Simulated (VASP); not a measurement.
Here is a VASP 6.6.1 calculation.

File INCAR:

```
SYSTEM = TePb
ALGO = Normal
BPARAM = 11.95
CPARAM = 0.0093
EDIFF = 1E-7
EDIFFG = -0.01
ENCUT = 600
IBRION = 2
ISIF = 3
ISMEAR = 0
IVDW_NL = 2
LASPH = .TRUE.
LCHARG = .FALSE.
LMIXTAU = .TRUE.
LREAL = .FALSE.
LUSE_VDW = .TRUE.
LWAVE = .FALSE.
METAGGA = R2SCAN
NELM = 100
NSW = 40
PREC = Accurate
SIGMA = 0.02
```

KPOINTS

```
k-points
0
G
  9 9 9
  0 0 0
```

The input POSCAR:

```
TePb
1.0
    0.0000000000      3.2708968100      3.2708968100
    3.2708968100      0.0000000000      3.2708968100
    3.2708968100      3.2708968100      0.0000000000
Pb Te
1 1
Direct
    0.0000000000      0.0000000000      0.0000000000
    0.5000000000      0.5000000000      0.5000000000
```

Potentials or basis: VASP PAW PBE potentials, release 64 (Pb_d, Te).

The run is started by

```bash
$ cat potpaw_PBE.64/Pb_d/POTCAR potpaw_PBE.64/Te/POTCAR > POTCAR
$ mpirun -np 1 vasp_std > vasp.out
```

Question: Estimate the space group after relaxing (to 0.05 Å).

Answer: Fm-3m (No. 225).

Question: Predict the relaxed cell.

Answer: a = 4.596 Å, b = 4.596 Å, c = 4.596 Å, α = 60.00°, β = 60.00°, γ = 60.00°.

Question: Predict the relaxed volume.

Answer: 34.32 Å³/atom.

Step by step:
| step | energy change (eV) | largest force (eV/Å) | pressure (GPa) | volume (Å³) |
| --- | --- | --- | --- | --- |
| 1 | 0.0000 | 0.0000 | -0.83 | 69.99 |
| 2 | -0.0031 | 0.0000 | 0.32 | 68.17 |
| 3 | -0.0036 | 0.0000 | 0.00 | 68.64 |

Caveat: the PAW data sets were made with another functional, which shifts forces and pressure a little. The run has no spin-orbit coupling, so splittings on Pb, Te are missing.
